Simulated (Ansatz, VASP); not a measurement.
## BN in VASP and in Ansatz

The input INCAR:

```
ALGO = Normal ; EDIFF = 1E-6
ENCUT = 520 ; GGA = PE
ISIF = 2 ; ISMEAR = 0
LASPH = T ; LCHARG = F
LREAL = F ; LWAVE = F
NBANDS = 21 ; NELM = 80
PREC = Accurate ; SIGMA = 0.05
```

KPOINTS

```
k-points
0
Gamma
  12 12 4
```

File POSCAR:

```
BN
1.0
    2.5630478475      0.0000000000      0.0000000000
   -1.2815239237      2.2196645470      0.0000000000
    0.0000000000      0.0000000000      6.2781594126
B N
3 3
Direct
    0.0000000000      0.0000000000      0.0000000000
    0.3333333333      0.6666666667      0.3333333333
    0.6666666667      0.3333333333      0.6666666667
    1.0000000000      1.0000000000      0.2500000000
    0.3333333333      0.6666666667      0.5833333333
    0.6666666667      0.3333333333      0.9166666667
```

Input for Ansatz:

```yaml
crystal:
  lattice:
    - [2.5630478475, 0.0, 0.0]
    - [-1.2815239237, 2.219664547, 0.0]
    - [0.0, 0.0, 6.2781594126]
  atoms:
    - { symbol: B, position: [0.0, 0.0, 0.0] }
    - { symbol: "N", position: [1.0, 1.0, 0.25] }
    - { symbol: B, position: [0.3333333333, 0.6666666667, 0.3333333333] }
    - { symbol: "N", position: [0.3333333333, 0.6666666667, 0.5833333333] }
    - { symbol: B, position: [0.6666666667, 0.3333333333, 0.6666666667] }
    - { symbol: "N", position: [0.6666666667, 0.3333333333, 0.9166666667] }
basis:
  ecutwfc: 420
kpoints:
  mp_grid: { grid: [12, 12, 4] }
hamiltonian:
  xc: pbe
scf:
  occupations: { method: gaussian, width: 0.05 }
output:
  forces: true
  stress: true
  eigenvalues: true
```

Alike in both runs: task single point; functional PBE; k mesh 12 × 12 × 4; occupations gaussian, width 0.05 eV; no spin polarisation.

```csv
,VASP,Ansatz
version,VASP 6.6.1,Ansatz 0.2.0
potentials or method,"VASP PAW PBE potentials, release 64 (B, N)","scalar-relativistic, plane waves, PAW"
plane-wave cutoff (eV),520,420
valence electrons in the cell,24,24
```

```csv
,VASP,Ansatz,Ansatz less VASP
gap on the k mesh at the Fermi level (eV),4.45,4.46,+0.012
least direct gap on the mesh (eV),6.85,6.86,+0.011
pressure (GPa),0.2,0.0,-0.24
```

A k mesh can miss the band edges.
